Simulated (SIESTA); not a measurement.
HgTe (Coloradoite):

```
CELL_PARAMETERS angstrom
6.42900 0.00000 0.00000
0.00000 6.42900 0.00000
0.00000 0.00000 6.42900
ATOMIC_POSITIONS crystal
Hg 0.00000 0.00000 0.00000
Hg 0.00000 0.50000 0.50000
Hg 0.50000 0.00000 0.50000
Hg 0.50000 0.50000 0.00000
Te 0.25000 0.25000 0.25000
Te 0.75000 0.75000 0.25000
Te 0.75000 0.25000 0.75000
Te 0.25000 0.75000 0.75000
```

| Quantity | Value |
| --- | --- |
| Program | SIESTA 5.4.2 |
| Task | relaxation of cell and atoms |
| Functional | PBE |
| Potentials or basis | PseudoDojo 0.4 standard (PBE files) |
| Basis | DZP (energy shift 0.003 Ry; two zetas on semicore shells) |
| Grid cutoff | 800 Ry |
| Energy shift | 0.003 Ry |
| k mesh | 4 × 4 × 4 |
| Occupations | fermi-dirac, width 0.05 eV |
| Spin | no spin polarisation |

At the start: pressure 5.3 GPa; volume 33.22 Å³/atom.

Problem. Where does the relaxation end?

Solution. Over 4 steps the energy falls by 55.6 meV/atom and the volume is 36.87 Å³/atom (+11.0 %); space group F-43m (No. 216, to 0.05 Å).

Step by step:
| step | energy change (eV) | largest force (eV/Å) | pressure (GPa) | volume (Å³) |
| --- | --- | --- | --- | --- |
| 1 | 0.0000 | 0.0000 | 5.32 | 265.72 |
| 2 | -0.0506 | 0.0000 | 4.98 | 267.30 |
| 3 | -0.4209 | 0.0000 | 1.10 | 288.12 |
| 4 | -0.4445 | 0.0000 | 0.04 | 294.92 |

Final structure:
```
CELL_PARAMETERS angstrom
6.65636 0.00000 0.00000
0.00000 6.65636 0.00000
0.00000 0.00000 6.65636
ATOMIC_POSITIONS crystal
Hg 0.00000 0.00000 0.00000
Hg 0.00000 0.50000 0.50000
Hg 0.50000 0.00000 0.50000
Hg 0.50000 0.50000 0.00000
Te 0.25000 0.25000 0.25000
Te 0.75000 0.75000 0.25000
Te 0.75000 0.25000 0.75000
Te 0.25000 0.75000 0.75000
```

Caveat: short orbitals over semicore shells can move pressures by several GPa; the basis of atomic orbitals isn't converged, which shifts pressures, moduli and gaps.
